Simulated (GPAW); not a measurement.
# As (Cmce) in GPAW: band structure with r2SCAN

Aim: the band structure of As with r2SCAN.

All numbers are computed with GPAW 26.7.0; they aren't measurements. Logs are shortened: lines on timing, memory, paths and dates and some standing lists are left out, and cuts for length are marked. The log counts tension as positive stress, the text compression.

## 1. Starting point

The structure is orthorhombic, space group Cmce (No. 64). Conventional cell: a = 3.650 Å, b = 11.000 Å, c = 4.470 Å, α = 90.00°, β = 90.00°, γ = 90.00°. Around As (site symmetry m) lie 3 As at 2.48 to 2.49 Å.

This isn't the form of As at room conditions, which is rhombohedral.

## 2. Band structure, r2SCAN

Contents of run.py:

```python
from ase import Atoms
from ase.dft.bandgap import bandgap
from ase.io import write
from ase.units import GPa
from gpaw import GPAW, PW

atoms = Atoms(['As', 'As', 'As', 'As'],
              cell=[[1.825, -5.5, 0.0],
                    [1.825, 5.5, 0.0],
                    [0.0, 0.0, 4.47]],
              scaled_positions=[[0.39, 0.61, 0.56],
                                [0.89, 0.11, 0.94],
                                [0.61, 0.39, 0.44],
                                [0.11, 0.89, 0.06]],
              pbc=True)

calc = GPAW(mode=PW(600),
            xc='MGGA_X_R2SCAN+MGGA_C_R2SCAN',
            kpts={'size': (6, 6, 5), 'gamma': True},
            occupations={'name': 'fermi-dirac', 'width': 0.05},
            nbands=21,
            convergence={'density': 1e-05, 'energy': 1e-05},
            maxiter=150,
            txt='gpaw.txt')
atoms.calc = calc
energy = atoms.get_potential_energy()
forces = atoms.get_forces()
stress = atoms.get_stress()
calc.write('gs.gpw')
write('result.traj', atoms)
print(f'Energy: {energy:.6f} eV')
print('Forces (eV/A):')
print(forces.round(4))
print('Stress (GPa):', (stress / GPa).round(3))
print('Fermi level:', round(calc.get_fermi_level(), 4), 'eV')
print(f'Gap: {bandgap(calc)[0]:.4f} eV, direct: {bandgap(calc, direct=True)[0]:.4f} eV')

path = atoms.cell.bandpath('GXSRAZGYX1A1TY,ZT', npoints=60, eps=1e-4)
bs_calc = calc.fixed_density(kpts=path, symmetry='off', nbands=37,
                             convergence={'bands': 'CBM+6.0', 'eigenstates': 1e-6}, txt='bands.txt')
bs = bs_calc.band_structure()
bs.write('bs.json')
print(f'Gap on the path: {bandgap(bs_calc)[0]:.4f} eV')
```

Potentials or basis: GPAW PAW data sets (gpaw-data 1.2.1), pw.

The run is started by

```sh
$ OMP_NUM_THREADS=1 python run.py
```

gpaw.txt:

```text
__  _  _
 | _ |_)|_||  |
 |__||  | ||/\| - 26.7.0

Input parameters:
  mode=PW(ecut=600.0),
  convergence={'density': 1e-05, 'energy': 1e-05},
  kpts=MonkhorstPack(size=(6, 6, 5), gamma=True),
  maxiter=150,
  nbands=21,
  occupations=Occupations(name='fermi-dirac', width=0.05),
  xc=XC(name='MGGA_X_R2SCAN+MGGA_C_R2SCAN')

Diagonalizing LCAO Hamiltonian
Converting LCAO to pw mode

           As
       As    As
         As

Atoms  # Å, Bohr magnetons
|   | symbol |        x |         y |        z |    initial magnetic moments |
|---|--------|----------|-----------|----------|-----------------------------|
| 0 |     As | 1.825000 |  1.210000 | 2.503200 | ( 0.0000,  0.0000,  0.0000) |
| 1 |     As | 1.825000 | -4.290000 | 4.201800 | ( 0.0000,  0.0000,  0.0000) |
| 2 |     As | 1.825000 | -1.210000 | 1.966800 | ( 0.0000,  0.0000,  0.0000) |
| 3 |     As | 1.825000 |  4.290000 | 0.268200 | ( 0.0000,  0.0000,  0.0000) |

Unit cell  # Å
| periodic |        x |         y |        z |  lengths |     angles |
|----------|----------|-----------|----------|----------|------------|
|      yes | 1.825000 | -5.500000 | 0.000000 | 5.794879 |  90.000000 |
|      yes | 1.825000 |  5.500000 | 0.000000 | 5.794879 |  90.000000 |
|      yes | 0.000000 |  0.000000 | 4.470000 | 4.470000 | 143.286435 |

Number of symmetries: 4
Symmetry operations  # r_c * U_cc + t_c -> r_c
|   | kind |            matrix            |
|---|------|------------------------------|
| 0 |  E   |  1, 0, 0,  0, 1, 0,  0, 0, 1 |
| 1 |  C2  |  0, 1, 0,  1, 0, 0,  0, 0,-1 |
| 2 |  σ   |  0,-1, 0, -1, 0, 0,  0, 0, 1 |
| 3 |  i   | -1, 0, 0,  0,-1, 0,  0, 0,-1 |

BZ-sampling:
  Number of BZ points: 180
  Number of IBZ points: 55

  Monkhorst-Pack size: [6, 6, 5]
  Monkhorst-Pack shift: [0.08333333333333333, 0.08333333333333333, 0.0]

K-points  # in reciprocal-cell coordinates
|     |                                coordinates |     weight |
|-----|--------------------------------------------|------------|
|   0 | (  0.00000000,   0.00000000,   0.00000000) | 0.00555556 |
|   1 | (  0.00000000,   0.00000000,   0.20000000) | 0.01111111 |
|   2 | (  0.00000000,   0.00000000,   0.40000000) | 0.01111111 |
|   3 | (  0.16666667,  -0.16666667,  -0.40000000) | 0.01111111 |
|   4 | (  0.16666667,  -0.16666667,  -0.20000000) | 0.01111111 |
|   5 | (  0.16666667,  -0.16666667,   0.00000000) | 0.01111111 |
|   6 | (  0.16666667,  -0.16666667,   0.20000000) | 0.01111111 |
|   7 | (  0.16666667,  -0.16666667,   0.40000000) | 0.01111111 |
|   8 | (  0.16666667,   0.00000000,  -0.40000000) | 0.02222222 |
|   9 | (  0.16666667,   0.00000000,  -0.20000000) | 0.02222222 |
| ... |                                            |            |
|  54 | (  0.50000000,   0.50000000,   0.40000000) | 0.01111111 |

Plane wave coefficients: 3023
Cutoff: 600.0 eV

Spin-components: 1 (collinear spins)
Bands:           21
Projectors:      20
Spin-degeneracy: 2
Datatype:        complex128

Parallelization:
  kpt:    1
  domain: 1
  band:   1

Density:
  Valence electrons: 20.0
  Components: 1
  Grid points: [35 35 27]
  Charge: 0.0  # |e|

Potential:
  Grid points: [35 35 27]

species:
  As:
    name:    Arsenic
    Z:       33.0
    valence: 5
    core:    28
    charge:  0.0  # [|e|]
    compensation charges:
      type: gauss
      rc: 0.33  # [Å]
      lmax: 2
    cutoffs:
      filter: 1.87  # [Å]
      core: 2.96  # [Å]
    projectors
    | kind |    occ | energy [eV] | rcut [Å] |
    |------|--------|-------------|----------|
    |   4s |  2.000 |     -14.487 |    1.058 |
    |   4p |  3.000 |      -5.196 |    1.058 |
    |    s |        |      12.725 |    1.058 |
    |    p |        |      22.016 |    1.058 |
    |    d |        |       0.000 |    1.058 |

    Using partial waves for As as LCAO basis

Reference energy: -246011.894401  # eV

eigensolver:
  PPCG
  Converge bands: occupied
  niter=2

density mixing:
  MSR1-Mixer
  Pratt-step length: 0.05
  Maximum mixing coefficient: 0.75
  Old densities: 10
  SVD Regularization: 0.005
  Good broyden scale: 1.0
  Trust region scale: 1.0
  Backstep threshold: 4.0
  History deletion threshold: 6.0
  Fourier metric: weight=20.0, sigma=0.015

occupation numbers:
  Fermi-Dirac:
    width: 0.0500  # eV

poisson solver:
  ecut: 4800.0  # eV

xc functional:
  name: MGGA_X_R2SCAN+MGGA_C_R2SCAN with 2 nearest neighbor stencil

convergence criteria:
- Maximum integral of absolute [dens]ity change: 1e-05 electrons / valence electron
- Maximum [total energy] change in last 3 cyles: 1e-05 eV / valence electron
- Maximum integral of absolute [eigenst]ate change: 4e-08 eV^2 / valence electron
maximum number of iterations: 150

SCF iterations
|iter     | |      energy | eigst |  dens |
|---------|-|-------------|-------|-------|
|iter:   1| |  -55.693995 | -0.63 |       |
|iter:   2| |  -52.486720 | -1.74 | -1.13 |
|iter:   3| |-149668.281493 | +4.28 | -1.10 |
|iter:   4| |  -40.145956 | +2.20 | +1.72 |
|iter:   5| |  -52.554334 | +0.36 | -0.88 |
|iter:   6| |  -52.588616 | -1.44 | -1.42 |
|iter:   7| |  -52.587955 | -3.17 | -1.68 |
|iter:   8| |  -52.584415 | -3.47 | -1.81 |
|iter:   9| |  -52.584789 | -5.37 | -2.62 |
|iter:  10| |  -52.584834 | -5.84 | -2.88 |
|iter:  11| |  -52.584847c| -6.00 | -3.22 |
|iter:  12| |  -52.584847c| -7.47c| -3.81 |
|iter:  13| |  -52.584846c| -7.99c| -4.15 |
|iter:  14| |  -52.584846c| -7.77c| -4.30 |
|iter:  15| |  -52.584846c| -8.18c| -4.79 |
|iter:  16| |  -52.584846c| -9.33c| -6.00c|

Converged in 16 steps
Energy contributions relative to reference atoms: (reference = -246011.894401)

Energy contributions:
  Kinetic:          30.607366
  Coulomb:         -28.951805
  Zero:             -0.452719
  External:          0.000000
  Xc:              -53.786733
  Entropy:          -0.001910
  Spinorbit:         0.000000
  ----------------------------
  Free energy:     -52.585801
  Extrapolated:    -52.584846

dipole moment: (-0.000017, -0.000000, -0.000021)  # |e|*Ang

Fermi level: 6.226
Eigenvalues  # (at kpt = [0.000, 0.000, 0.000])
| band index |      eig [eV] | occ [0-2] |
|------------|---------------|-----------|
|          0 |        -9.309 |     2.000 |
|        ... |               |           |
|          2 |        -3.638 |     2.000 |
|          3 |        -0.168 |     2.000 |
|          4 |        -0.028 |     2.000 |
|          5 |         1.652 |     2.000 |
|          6 |         2.887 |     2.000 |
|          7 |         3.775 |     2.000 |
[... 8 lines left out ...]
|         16 |        13.706 |     0.000 |
|         17 |        13.862 |     0.000 |
|        ... |               |           |
|         20 |        15.423 |     0.000 |

No gap
No difference between direct/indirect transitions

Forces  # eV/Ang
|        x |        y |        z |
|----------|----------|----------|
|  0.00000 | -0.15306 |  0.36594 |  # As   0
|  0.00000 | -0.15306 | -0.36594 |  # As   1
|  0.00000 |  0.15306 | -0.36594 |  # As   2
| -0.00000 |  0.15306 |  0.36594 |  # As   3

Stress tensor  # eV/Ang^3
|         x |         y |         z |
|-----------|-----------|-----------|
| -0.014318 |  0.000000 |  0.000000 |
|  0.000000 | -0.005578 | -0.000000 |
|  0.000000 | -0.000000 | -0.005349 |

# Writing to gs.gpw (mode='')
```

It took 10 min on 1 thread of Arm Neoverse V2, shared host; peak memory 0.46 GiB.

Results:

```yaml
Free_energy: -52.5858 eV
Pressure: 1.3 GPa
Largest_force: 0.397 eV/Å
Band_gap_along_the_path: none (metal or under the smearing width)
```

Forces in eV/Å, atoms in the order of the input:
```
As   0.000 -0.153  0.366
As   0.000 -0.153 -0.366
As   0.000  0.153 -0.366
As   0.000  0.153  0.366
```

Levels at the corners of the path, in eV from the Fermi level:
```csv
point,band 7,band 8,band 9,band 10,band 11,band 12,band 13,band 14
Γ,-3.34,-2.45,-2.11,-1.24,2.01,2.24,2.62,3.43
X,-3.03,-2.97,-2.45,-2.11,0.75,0.77,0.82,2.01
S,-2.78,-2.78,-2.55,-2.55,0.96,0.96,1.17,1.17
R,-4.94,-4.94,-2.06,-2.06,2.16,2.16,4.77,4.77
A,-4.25,-4.25,-2.12,-2.12,2.40,2.40,4.67,4.67
Z,-2.26,-2.26,-0.70,-0.70,1.13,1.13,2.11,2.11
Γ,-3.34,-2.45,-2.11,-1.24,2.01,2.24,2.62,3.43
Y,-3.70,-1.88,-1.51,-0.29,0.00,2.12,2.57,3.05
X1,-3.03,-2.97,-2.45,-2.11,0.75,0.77,0.82,2.01
A1,-4.25,-4.25,-2.12,-2.12,2.40,2.40,4.67,4.67
T,-2.13,-2.13,-1.18,-1.18,1.56,1.56,1.93,1.93
Y,-3.70,-1.88,-1.51,-0.29,0.00,2.12,2.57,3.05
Z,-2.26,-2.26,-0.70,-0.70,1.13,1.13,2.11,2.11
T,-2.13,-2.13,-1.18,-1.18,1.56,1.56,1.93,1.93
```

Caveat: the PAW data sets were made with another functional, which shifts forces and pressure a little; the program warned that so skewed a cell can give wrong results.
